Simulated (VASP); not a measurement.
Crystal: Pb.

```
Pb
1.0
     3.48000    0.00000    0.00000
    -1.74000    3.01377    0.00000
     0.00000    0.00000    5.59000
Pb
2
Direct
  0.66667 0.33333 0.75000
  0.33333 0.66667 0.25000
```

This isn't the form of Pb at room conditions, which is fcc.

```yaml
Program: VASP 6.6.1
Task: relaxation of cell and atoms
Functional: PBEsol
Potentials_or_basis: VASP PAW PBE potentials, release 64 (Pb_d)
Cutoff: 600 eV
k_mesh: 9 × 9 × 5
Occupations: fermi-dirac, width 0.05 eV
Spin: no spin polarisation
```

At the start: pressure 1.1 GPa; volume 29.31 Å³/atom.

Q: How do energy, volume and symmetry change on relaxing?

A: Over 6 steps the energy falls by 15.2 meV/atom and the volume is 29.80 Å³/atom (+1.7 %); space group P6_3/mmc (No. 194, to 0.05 Å).

The path:
| step | energy change (eV) | largest force (eV/Å) | pressure (GPa) | volume (Å³) |
| --- | --- | --- | --- | --- |
| 1 | 0.0000 | 0.0000 | 1.09 | 58.63 |
| 2 | -0.0241 | 0.0000 | -0.57 | 60.32 |
| 3 | -0.0249 | 0.0000 | -0.86 | 60.68 |
| 4 | -0.0305 | 0.0000 | -0.05 | 59.65 |
| 5 | -0.0305 | 0.0000 | -0.02 | 59.64 |
| 6 | -0.0305 | 0.0000 | 0.00 | 59.61 |

Final structure:
```xyz
2
Lattice="3.4314 0.0000 0.0000 -1.7157 2.9717 0.0000 0.0000 0.0000 5.8455" Properties=species:S:1:pos:R:3 pbc="T T T"
Pb    1.7157    0.9906    4.3841
Pb    0.0000    1.9811    1.4614
```

Caveat: the PAW data sets were made with another functional, which shifts forces and pressure a little.
